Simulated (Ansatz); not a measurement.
## Sr: single point with PBE

Sr:

```
Sr
1.0
     4.31000    0.00000    0.00000
    -2.15500    3.73257    0.00000
     0.00000    0.00000    7.05000
Sr
2
Direct
  0.66611 0.33272 0.75150
  0.34671 0.67081 0.24174
```

This isn't the form of Sr at room conditions, which is fcc.

The cell isn't the ideal one: atoms moved at random, drawn with an rms of 0.05 Å.

| Property | Result |
| --- | --- |
| Program | Ansatz 0.2.0 |
| Task | single point |
| Functional | PBE |
| Potentials or basis | Ansatz PAW |
| Cutoff | 420 eV (not typed: the program's choice for these potentials) |
| k mesh | 7 × 7 × 4 |
| Occupations | fermi-dirac, width 0.05 eV |
| Spin | no spin polarisation |

- Pressure: -0.3 GPa
- Largest force: 0.090 eV/Å
- Band gap on the k mesh: none (metal or under the smearing width)

Forces on the atoms (eV/Å):
```
Sr   0.014  0.004 -0.089
Sr  -0.014 -0.004  0.089
```

Stress tensor (GPa, compression positive):
```
-0.43 -0.06 -0.01
-0.06 -0.39  0.00
-0.01  0.00  0.07
```

Levels at points of the mesh, in eV from the Fermi level:
```
            k point  band 6  band 7  band 8  band 9  band 10  band 11  band 12  band 13  band 14
 (0.00, 0.00, 0.00)  -18.58  -18.58  -18.57   -3.64    -1.16    -0.02     2.22     2.24     2.25
(0.00, 0.00, -0.50)  -18.59  -18.59  -18.59   -2.76    -2.69     1.14     1.32     2.22     2.23
```

Run time: 3.2 s on 2 threads of Arm Neoverse V2 (shared host), peak memory 0.41 GiB.
